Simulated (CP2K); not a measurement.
Wanted: the native input for a CP2K 2026.2 run.

```yaml
Task: band structure
Functional: r2SCAN
Potentials_or_basis: POTENTIAL_UZH Au GTH-SCAN-q11; TZVP-MOLOPT-SCAN-GTH basis
Density_cutoff: 9184 eV
k_mesh: 11 × 11 × 6
Occupations: fermi-dirac, width 0.0259 eV
Spin: no spin polarisation
SCF_solver: diagonalisation with k points
Quickstep_method: GPW
EPS_DEFAULT: 1.0E-10
EPS_SCF: 1.0E-6
MAX_SCF: 100
SCF_GUESS: ATOMIC
k_points_reduced_by_the_point_group: yes
Mesh_centred_on_Gamma: yes
CHOLESKY: OFF
EPS_EIGVAL: 1.0E-7
MIXING_METHOD: BROYDEN_MIXING
MIXING_ALPHA: 0.4
NBUFFER: 8
NGRIDS: 5
Basis_sets: Au TZVP-MOLOPT-SCAN-GTH-q11
Potentials: Au GTH-SCAN-q11 of POTENTIAL_UZH
ADDED_MOS: "[16]"
Points_a_segment_of_the_path_NPOINTS: 8
Bands_added_on_the_path: 4
REL_CUTOFF_Ry: 60 Ry
MIXING_BETA_1/bohr: 1.5 1/bohr
CUTOFF_of_the_grids: 675 Ry
```

Crystal: Au.

```
CELL_PARAMETERS angstrom
2.90000 0.00000 0.00000
-1.45000 2.51147 0.00000
0.00000 0.00000 4.88000
ATOMIC_POSITIONS crystal
Au 0.66667 0.33333 0.25000
Au 0.33333 0.66667 0.75000
```

This isn't the form of Au at room conditions, which is fcc.

One way to write it, as run:

au_bands.inp

```
&GLOBAL
  PROJECT au_bands
  RUN_TYPE ENERGY_FORCE
  PRINT_LEVEL LOW
&END GLOBAL
&FORCE_EVAL
  METHOD QS
  STRESS_TENSOR ANALYTICAL
  &DFT
    BASIS_SET_FILE_NAME BASIS_MOLOPT_UZH
    POTENTIAL_FILE_NAME POTENTIAL_UZH
    &MGRID
      CUTOFF 675
      REL_CUTOFF 60
      NGRIDS 5
    &END MGRID
    &QS
      METHOD GPW
      EPS_DEFAULT 1.0E-10
    &END QS
    &KPOINTS
      SCHEME MONKHORST-PACK 11 11 6
      GAMMA_CENTERED T
      SYMMETRY T
      SYMMETRY_BACKEND SPGLIB
    &END KPOINTS
    &SCF
      SCF_GUESS ATOMIC
      EPS_SCF 1.0E-6
      MAX_SCF 100
      ADDED_MOS 16
      CHOLESKY OFF
      EPS_EIGVAL 1.0E-7
      &DIAGONALIZATION ON
        ALGORITHM STANDARD
      &END DIAGONALIZATION
      &MIXING ON
        METHOD BROYDEN_MIXING
        ALPHA 0.4
        BETA 1.5
        NBUFFER 8
      &END MIXING
      &SMEAR ON
        METHOD FERMI_DIRAC
        ELECTRONIC_TEMPERATURE [K] 300.557
      &END SMEAR
    &END SCF
    &XC
      &XC_FUNCTIONAL
        &MGGA_X_R2SCAN
        &END MGGA_X_R2SCAN
        &MGGA_C_R2SCAN
        &END MGGA_C_R2SCAN
      &END XC_FUNCTIONAL
    &END XC
    &PRINT
      &KPOINTS ON
      &END KPOINTS
      &MULLIKEN ON
      &END MULLIKEN
      &MO ON
        ENERGIES T
        OCCUPATION_NUMBERS T
        &EACH
          QS_SCF 0
        &END EACH
        ADD_LAST NUMERIC
      &END MO
      &LOWDIN ON
      &END LOWDIN
      &HIRSHFELD ON
        SHAPE_FUNCTION DENSITY
      &END HIRSHFELD
      &BAND_STRUCTURE
        FILE_NAME bands.bs
        ADDED_MOS 4
        &KPOINT_SET
          UNITS B_VECTOR
          NPOINTS 8
          SPECIAL_POINT GAMMA 0.00000000 0.00000000 0.00000000
          SPECIAL_POINT M 0.50000000 0.00000000 0.00000000
          SPECIAL_POINT K 0.33333333 0.33333333 0.00000000
          SPECIAL_POINT GAMMA 0.00000000 0.00000000 0.00000000
          SPECIAL_POINT A 0.00000000 0.00000000 0.50000000
          SPECIAL_POINT L 0.50000000 0.00000000 0.50000000
          SPECIAL_POINT H 0.33333333 0.33333333 0.50000000
          SPECIAL_POINT A 0.00000000 0.00000000 0.50000000
        &END KPOINT_SET
        &KPOINT_SET
          UNITS B_VECTOR
          NPOINTS 8
          SPECIAL_POINT L 0.50000000 0.00000000 0.50000000
          SPECIAL_POINT M 0.50000000 0.00000000 0.00000000
        &END KPOINT_SET
        &KPOINT_SET
          UNITS B_VECTOR
          NPOINTS 8
          SPECIAL_POINT K 0.33333333 0.33333333 0.00000000
          SPECIAL_POINT H 0.33333333 0.33333333 0.50000000
        &END KPOINT_SET
      &END BAND_STRUCTURE
    &END PRINT
  &END DFT
  &SUBSYS
    &CELL
      ABC 2.9000000000 2.9000000000 4.8800000000
      ALPHA_BETA_GAMMA 90.0000000000 90.0000000000 119.9999999998
      PERIODIC XYZ
    &END CELL
    &COORD
      Au  1.4500000001 0.8371578902 1.2200000000
      Au  -0.0000000001 1.6743157808 3.6600000000
    &END COORD
    &KIND Au
      BASIS_SET TZVP-MOLOPT-SCAN-GTH-q11
      POTENTIAL GTH-SCAN-q11
    &END KIND
    &PRINT
      &ATOMIC_COORDINATES ON
      &END ATOMIC_COORDINATES
      &CELL ON
      &END CELL
    &END PRINT
  &END SUBSYS
  &PRINT
    &FORCES ON
    &END FORCES
    &STRESS_TENSOR ON
    &END STRESS_TENSOR
  &END PRINT
&END FORCE_EVAL
```

Potentials or basis: POTENTIAL_UZH Au GTH-SCAN-q11; TZVP-MOLOPT-SCAN-GTH basis.

Command:

```bash
$ OMP_NUM_THREADS=1 cp2k.psmp -i au_bands.inp -o au_bands.out
```

It gave:

```json
{
 "Pressure": "0.6 GPa",
 "Band gap on the k mesh": "none (metal or under the smearing width)"
}
```

Caveat: spin-orbit coupling is left out, which moves the levels of the heavy elements; the basis of atomic orbitals isn't converged, which shifts pressures, moduli and gaps.

Run time: 3.2 min on 1 thread of Arm Neoverse V2, with other jobs on the host, peak memory 0.39 GiB.
